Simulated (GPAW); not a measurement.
Runs of GPAW 26.7.0 on KI. It takes space group Fm-3m (No. 225, cubic). The conventional cell has a = 7.066 Å, b = 7.066 Å, c = 7.066 Å, α = 90.00°, β = 90.00°, γ = 90.00°. I (site symmetry m-3m) is surrounded by 6 K at 3.53 Å. K (site symmetry m-3m) is surrounded by 6 I at 3.53 Å. 

```csv
task,level,potentials or basis,k mesh,smearing,band path,band points,gap on the mesh (eV),pressure (GPa)
single point,TB-mBJ,"GPAW PAW data sets for LDA (gpaw-data 1.2.1), pw",8 × 8 × 8,fermi-dirac 0.05 eV,-,-,5.87,-
band structure,PBEsol,"PAW data sets generated in the run's folder for this functional, pw",7 × 7 × 7,fermi-dirac 0.05 eV,"GXWKGLUWLK,UX",100,3.83,-0.3
single point,PBEsol,"PAW data sets generated in the run's folder for this functional, pw",7 × 7 × 7,gaussian 0.02 eV,-,-,3.83,-0.3
band structure,r2SCAN,"GPAW PAW data sets (gpaw-data 1.2.1), pw",7 × 7 × 7,fermi-dirac 0.05 eV,"GXWKGLUWLK,UX",100,(a),0.1
single point,PBE,"GPAW PAW data sets (gpaw-data 1.2.1), pw",7 × 7 × 7,gaussian 0.1 eV,-,-,(b),0.6
```

Alike in all rows: no spin polarisation; cell as given; cutoff (eV) 600.

Problem. Estimate the missing entries.

Solution. (a) 4.62; (b) 3.98.

Caveats: spin-orbit coupling is left out, which moves the levels of the heavy elements; the PAW data sets were made with another functional, which shifts forces and pressure a little (some runs); an odd mesh through Γ misses points on the zone boundary, where band edges often lie (some runs); a model potential gives levels but no total energy (some runs).

A k mesh can miss the band edges, and the runs leave out spin-orbit coupling on I.
